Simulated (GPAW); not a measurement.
## MoP: relaxation of cell and atoms with RPBE+D3(BJ)

Crystal: MoP.

```
Mo P
1.0
     3.22300    0.00000    0.00000
    -1.61150    2.79120    0.00000
     0.00000    0.00000    3.19100
Mo P
1 1
Direct
  0.00000 0.00000 0.00000
  0.33333 0.66667 0.50000
```

```
Program             : GPAW 26.7.0
Task                : relaxation of cell and atoms
Functional          : RPBE
Dispersion          : D3(BJ)
Potentials or basis : the program's PAW data sets (release 1.2.1) made for this functional
Cutoff              : 600 eV
Basis               : pw
k mesh              : 10 × 10 × 8
Occupations         : fermi-dirac, width 0.05 eV
Spin                : no spin polarisation
Maxiter             : 150
Optimizer           : BFGS
Fmax                : 0.02 eV/Å
Max steps           : 60
Convergence         : density=1e-05 forces=0.0001
```

- Relaxed volume: 12.48 Å³/atom
- Relaxed cell: a = 3.035 Å, b = 3.035 Å, c = 3.129 Å, α = 90.00°, β = 90.00°, γ = 120.00°
- Space group after relaxing (to 0.05 Å): P-6m2 (No. 187)
- Energy gained by relaxing: 216.0 meV/atom
- Ionic steps: 8
- Pressure after relaxing: 0.0 GPa
- Band gap on the k mesh: none (metal or under the smearing width)
- Dispersion energy per atom: -3.552 eV

The path:
```tsv
step	energy change (eV)	largest force (eV/Å)	pressure (GPa)	volume (Å³)
1	0.0000	0.0000	-32.13	28.71
2	-0.2826	0.0000	-19.71	26.99
3	-0.4119	0.0000	4.38	24.75
4	-0.4212	0.0000	0.39	25.03
5	-0.4282	0.0000	-1.23	25.11
6	-0.4318	0.0000	-0.88	25.03
7	-0.4320	0.0000	-0.20	24.97
8	-0.4320	0.0000	-0.01	24.96
```

Final structure:
```
CELL_PARAMETERS angstrom
3.03453 0.00000 0.00000
-1.51727 2.62798 0.00000
0.00000 0.00000 3.12940
ATOMIC_POSITIONS crystal
Mo 0.00000 0.00000 0.00000
P 0.33333 0.66667 0.50000
```

Levels at points of the mesh, in eV from the Fermi level:
```csv
k point,band 8,band 9,band 10,band 11,band 12,band 13
"(0.00, 0.00, 0.00)",-3.53,-1.06,0.30,0.30,4.83,4.83
"(0.00, 0.00, 0.50)",-2.81,-2.02,-2.02,1.00,3.38,3.38
"(0.50, 0.50, 0.00)",-4.58,-0.98,-0.67,2.22,3.25,4.91
"(0.50, 0.50, 0.50)",-4.84,-1.17,1.89,1.96,4.18,6.16
```

Wall time 2.9 min on 1 thread of Arm Neoverse V1, with other jobs on the host, peak memory 0.27 GiB.

Caveat: later steps reuse the first step's grids; the volume moved by -13 % from the deposited cell, more than functionals usually miss; pairwise dispersion overbinds metals, which lowers pressure and volume.
